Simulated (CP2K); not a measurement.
Runs of CP2K 2026.2 on LiH. The structure is cubic, space group Fm-3m (No. 225). The conventional cell has a = 4.073 Å, b = 4.073 Å, c = 4.073 Å, α = 90.00°, β = 90.00°, γ = 90.00°. Li (site symmetry m-3m) has 6 H at 2.04 Å as nearest neighbours. Around H (site symmetry m-3m) lie 6 Li at 2.04 Å. 

| task | level | potentials or basis | smearing | EPS_DEFAULT | NGRIDS | points a segment of the path (NPOINTS) | bands added on the path | CUTOFF of the grids | gap on the mesh (eV) | pressure (GPa) |
| --- | --- | --- | --- | --- | --- | --- | --- | --- | --- | --- |
| band structure | LDA | GTH_POTENTIALS Li GTH-PADE-q3, H GTH-PADE-q1; TZVP-MOLOPT-PBE-GTH basis | fermi-dirac 0.0259 eV | 1.0E-10 | 5 | 8 | 6 | 550 Ry | (a) | -4.0 |
| single point | PBE | POTENTIAL_UZH Li GTH-PBE-q3, H GTH-PBE-q1; TZVP-MOLOPT-PBE-GTH basis | fermi-dirac 0.05 eV | 1.0E-10 | 5 | - | - | 550 Ry | 3.39 | -1.5 |
| band structure | PBE | POTENTIAL_UZH Li GTH-PBE-q3, H GTH-PBE-q1; TZVP-MOLOPT-PBE-GTH basis | fermi-dirac 0.0259 eV | 1.0E-9 | 4 | 10 | 4 | 550 Ry | 3.39 | -1.5 |
| band structure | TB-mBJ | POTENTIAL_UZH Li GTH-PBE-q3, H GTH-PBE-q1; TZVP-MOLOPT-PBE-GTH basis | fermi-dirac 0.05 eV | 1.0E-10 | 5 | 10 | 2 | 800 Ry | 4.15 | - |

Alike in all rows: no spin polarisation; cell as given; k mesh 11 × 11 × 11.

Q: Estimate the missing entries.

A: (a) 3.02.

Caveats: the basis of atomic orbitals isn't converged, which shifts pressures, moduli and gaps; the mesh misses the band edges, which the band path finds closer together (some runs); an odd mesh through Γ misses points on the zone boundary, where band edges often lie (some runs); this is a model potential without an energy functional, so only levels have meaning (some runs); the potentials were made for another functional, which shifts forces and pressure (some runs).

Not every run made on this cell is shown here.
